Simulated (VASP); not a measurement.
## A VASP 6.6.1 relaxation on AgCl

INCAR

```
NBANDS = 16
LWAVE = .FALSE.
GGA = PS
SIGMA = 0.02
ISIF = 3
LREAL = .FALSE.
POTIM = 0.2
NSW = 40
PREC = Accurate
ENCUT = 600
NELM = 55
ISMEAR = -1
LCHARG = .FALSE.
PSTRESS = -30
IBRION = 1
EDIFF = 1E-7
EDIFFG = -5E-3
LASPH = .TRUE.
```

KPOINTS

```
KPOINTS created by Atomic Simulation Environment
0
Gamma
6 6 6
0 0 0
```

POSCAR

```
Ag Cl
 1.0000000000000000
     0.0000000000000000    3.0293613520081193    3.0293613520081193
     3.0293613520081193    0.0000000000000000    3.0293613520081193
     3.0293613520081193    3.0293613520081193    0.0000000000000000
 Ag  Cl
   1   1
Cartesian
  0.0000000000000000  0.0000000000000000  0.0000000000000000
  1.5146806760040596  1.5146806760040596  1.5146806760040596
```

The recommended PBE PAW datasets give the neutral cell 18 valence electrons.

Command

```
mpirun -np 1 vasp_std
```

OSZICAR

```
N       E                     dE             d eps       ncg     rms          rms(c)
DAV:   1     0.105253748977E+03    0.10525E+03   -0.88758E+03   512   0.110E+03
DAV:   2    -0.135025014149E+01   -0.10660E+03   -0.99220E+02   632   0.219E+02
DAV:   3    -0.611133875768E+01   -0.47611E+01   -0.47464E+01   592   0.489E+01
DAV:   4    -0.615511971448E+01   -0.43781E-01   -0.43772E-01   712   0.504E+00
DAV:   5    -0.615583228272E+01   -0.71257E-03   -0.71256E-03   600   0.628E-01    0.516E+00
DAV:   6    -0.598663617987E+01    0.16920E+00   -0.30319E-01   728   0.714E+00    0.363E+00
DAV:   7    -0.598488109168E+01    0.17551E-02   -0.87225E-02   584   0.187E+00    0.187E+00
DAV:   8    -0.598403270937E+01    0.84838E-03   -0.59982E-03   648   0.764E-01    0.285E-01
DAV:   9    -0.598415585546E+01   -0.12315E-03   -0.67012E-04   656   0.352E-01    0.630E-02
DAV:  10    -0.598433083862E+01   -0.17498E-03   -0.27727E-04   616   0.101E-01    0.223E-02
...
DAV:   8    -0.597262217654E+01    0.80263E-07   -0.28625E-08   544   0.225E-03
   3 F= -.70258568E+01 E0= -.70258568E+01  d E =-.233890E-03
       N       E                     dE             d eps       ncg     rms          rms(c)
DAV:   1    -0.597441113339E+01   -0.17889E-02   -0.56240E-03   512   0.714E-01    0.124E-01
DAV:   2    -0.597407082629E+01    0.34031E-03   -0.82585E-04   512   0.309E-01    0.374E-02
DAV:   3    -0.597405347812E+01    0.17348E-04   -0.51413E-05   640   0.506E-02    0.271E-02
DAV:   4    -0.597405379439E+01   -0.31627E-06   -0.20104E-06   544   0.111E-02    0.876E-03
DAV:   5    -0.597405458832E+01   -0.79393E-06   -0.38270E-07   664   0.858E-03    0.129E-03
DAV:   6    -0.597405464359E+01   -0.55268E-07   -0.11512E-07   432   0.366E-03
   4 F= -.70258655E+01 E0= -.70258655E+01  d E =-.873297E-05
```

From OUTCAR

```
k-points           NKPTS =     16   k-points in BZ     NKDIM =     16   number of bands    NBANDS=     16

   NELECT =      18.0000    total number of electrons

   dimension x,y,z NGX =    36 NGY =   36 NGZ =   36
   dimension x,y,z NGXF=    72 NGYF=   72 NGZF=   72

  energy-cutoff  :      600.00
  volume of cell :       56.17
      direct lattice vectors                 reciprocal lattice vectors
    -0.000000000  3.039711261  3.039711261    -0.164489307  0.164489307  0.164489307
     3.039711261  0.000000000  3.039711261     0.164489307 -0.164489307  0.164489307
     3.039711261  3.039711261 -0.000000000     0.164489307  0.164489307 -0.164489307

 k-points in reciprocal lattice and weights: KPOINTS created by Atomic Simulation Env
   0.00000000  0.00000000  0.00000000       0.005
   0.16666667  0.00000000  0.00000000       0.037
   0.33333333  0.00000000  0.00000000       0.037
   0.50000000  0.00000000  0.00000000       0.019
   0.16666667  0.16666667  0.00000000       0.028
   0.33333333  0.16666667  0.00000000       0.111
   0.50000000  0.16666667  0.00000000       0.111
  -0.33333333  0.16666667  0.00000000       0.111
   ...

 E-fermi :   1.6787

 k-point     1 :       0.0000    0.0000    0.0000
  band No.  band energies     occupation
      1     -13.3924      2.00000
      2      -2.6536      2.00000
      3      -2.6536      2.00000
      4      -2.6536      2.00000
      5      -0.8089      2.00000
      6      -0.8089      2.00000
      7       1.2013      2.00000
      8       1.2013      2.00000
      9       1.2013      2.00000
     10       2.3629      0.00000
     11       9.2125      0.00000
     12       9.2125      0.00000
     13       9.2125      0.00000
     14      13.6505      0.00000
     15      13.7374      0.00000
     16      13.7374      0.00000

 k-point     2 :       0.1667    0.0000    0.0000
  band No.  band energies     occupation
      1     -13.3525      2.00000
      2      -2.7180      2.00000
      3      -2.6058      2.00000
      4      -2.6058      2.00000
      5      -0.8138      2.00000
      6      -0.8138      2.00000
      7       0.5966      2.00000
      8       1.0815      2.00000
      9       1.0815      2.00000
     10       3.1553      0.00000
     11       8.4724      0.00000
     12       9.4260      0.00000
     13       9.4260      0.00000
     14      13.0002      0.00000
     15      13.0002      0.00000
     16      13.8271      0.00000

 k-point     3 :       0.3333    0.0000    0.0000
  band No.  band energies     occupation
      1     -13.2714      2.00000
      2      -2.7616      2.00000
      3      -2.5144      2.00000
      4      -2.5144      2.00000
      5      -0.7883      2.00000
      6      -0.7883      2.00000
      7      -0.2563      2.00000
      8       0.8182      2.00000
      9       0.8182      2.00000
     10       4.3290      0.00000
     11       7.7584      0.00000
     12       9.5969      0.00000
     13       9.5969      0.00000
     14      13.0154      0.00000
     15      13.2398      0.00000
     16      13.2398      0.00000

 ...

  Total       -1.0543757     -1.0543757     -1.0543757      0.0000000      0.0000000      0.0000000
  in kB      -30.0731543    -30.0731543    -30.0731543      0.0000000      0.0000000      0.0000000
  external PRESSURE =      -0.0731543 kB  Pullay stress =     -30.0000000 kB

 POSITION                                       TOTAL-FORCE (eV/Angst)
 -----------------------------------------------------------------------------------
      0.00000      0.00000      0.00000        -0.000000     -0.000000     -0.000000
      1.51986      1.51986      1.51986         0.000000      0.000000      0.000000
 -----------------------------------------------------------------------------------
    total drift:                                0.000000      0.000000      0.000000

  FREE ENERGIE OF THE ION-ELECTRON SYSTEM (eV)
  ---------------------------------------------------
  free  energy   TOTEN  =        -5.9740546436 eV

  energy  without entropy=       -5.9740546436  energy(sigma->0) =       -5.97405464
```

```
ionic step  ΔH (meV/atom)  volume (Å³)  largest force (eV/Å)  pressure (GPa)  electronic steps
         1            0.0        55.60                 0.000           -2.76                12
         2           -0.1        55.74                 0.000           -2.81                 6
         3           -0.2        56.25                 0.000           -3.03                 8
         4           -0.2        56.17                 0.000           -3.01                 6
```

It converged. Results: relaxed cell vector lengths 4.299, 4.299, 4.299 Å; relaxed cell volume 56.17 Å³.

For comparison, a separate PBEsol relaxation on usual settings, not on those above, ends at 50.93 Å³.

The run above took about 50 s on one core of a shared host (Intel Xeon Platinum 8488C) and held 0.22 GiB at most.
